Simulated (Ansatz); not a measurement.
## Guessed and relaxed cells of ZrSi2

The cell of ZrSi2 is invented: random cell by space group and Wyckoff sites (I4/mmm, No. 139). The dimensions are guesses.

start.cif

```cif
data_structure
_symmetry_space_group_name_H-M 'I4/mmm'
_symmetry_Int_Tables_number 139
_cell_length_a 3.8557
_cell_length_b 3.8557
_cell_length_c 7.1844
_cell_angle_alpha 90.000
_cell_angle_beta 90.000
_cell_angle_gamma 90.000
_cell_volume 106.81
loop_
_atom_site_label
_atom_site_type_symbol
_atom_site_symmetry_multiplicity
_atom_site_Wyckoff_symbol
_atom_site_fract_x
_atom_site_fract_y
_atom_site_fract_z
_atom_site_occupancy
Zr1 Zr 2 a 0.00000 0.00000 0.00000 1
Si1 Si 4 c 0.00000 0.50000 0.00000 1
```

These are results of DFT PBE, scalar-relativistic, plane waves, PAW in Ansatz, not measurements. Cutoff 420 eV, Gaussian smearing, Γ-centred meshes. Cell and atoms relax first on a coarse mesh and then on a finer one. In between, the cell is made exact in the group found at 0.06 Å. In metals the finer mesh still leaves noise of several meV/atom or more. The steps can't lower the symmetry of their start. No spin polarisation in the relaxation; trial moments died out in a coarse test.

end.cif

```cif
data_structure
_symmetry_space_group_name_H-M 'I4/mmm'
_symmetry_Int_Tables_number 139
_cell_length_a 5.3203
_cell_length_b 5.3203
_cell_length_c 4.6127
_cell_angle_alpha 90.000
_cell_angle_beta 90.000
_cell_angle_gamma 90.000
_cell_volume 130.56
loop_
_atom_site_label
_atom_site_type_symbol
_atom_site_symmetry_multiplicity
_atom_site_Wyckoff_symbol
_atom_site_fract_x
_atom_site_fract_y
_atom_site_fract_z
_atom_site_occupancy
Zr1 Zr 2 a 0.00000 0.00000 0.00000 1
Si1 Si 4 c 0.00000 0.50000 0.00000 1
```

The symmetry stays I4/mmm (No. 139). The volume per atom grows by 22.2 %, from 17.8 to 21.8 Å³. The shortest distance goes from 1.93 Å (Zr–Si) to 2.31 Å (Si–Si). The ratio c/a of the conventional cell changes by a factor of 0.47. The energy falls by about 4.8 eV/atom (the start's value is from the coarse mesh).

* Volume per atom: 21.76 Å³
* Density: 3.75 g/cm³
* Formation energy: +0.42 eV/atom
* Gap on the 14×14×14 mesh of the 3-atom cell: 0 eV (a metal)

Energies over the elements count from the elements' standard structures at the same level, with no fitted energy shifts. It can't be a ground state, since the elements alone are lower.

The last run used Gaussian smearing of 0.10 eV. Symmetry constrained the relaxation, so the result can be a saddle point. In all, the 3 runs took 50 s on 1 thread of Intel(R) Xeon(R) 6975P-C (Granite Rapids) (shared host). Another cell of ZrSi2 relaxed alike, in Cmcm (a cell as deposited in COD), lies 1.08 eV/atom lower, so this cell isn't the stable form at this level.
